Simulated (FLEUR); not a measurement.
The system is Nd.

```
Nd
1.0
     3.65700    0.00000    0.00000
    -1.82850    3.16705    0.00000
     0.00000    0.00000    5.90200
Nd
2
Cartesian
  1.8285 1.0557 4.4265
  0.0000 2.1114 1.4755
```

This isn't the form of Nd at room conditions, which is double hcp.

Base run:

| Property | Result |
| --- | --- |
| Program | FLEUR MaX-R8.1 (later development tree) |
| Functional | WC |
| Potentials or basis | all-electron |
| Basis | FLAPW |
| Kmax | 4.1 1/bohr |
| k mesh | 8 × 8 × 5 |
| Occupations | fermi-dirac, width 0.05 eV |
| Spin | collinear spin, ferromagnetic start |
| Starting moments | [3.0, 3.0] μB |

Its results: net moment 8.05 μB per cell; site moments Nd +3.55 μB.

Q: The run is repeated on the same cell with these changes: functional from WC to BLYP. What comes out?

A: Net moment 7.92 μB per cell; site moments Nd +3.54 μB.

Caveats: the magnetic or orbital state may not be the lowest.

Not every run made on this cell is shown here.
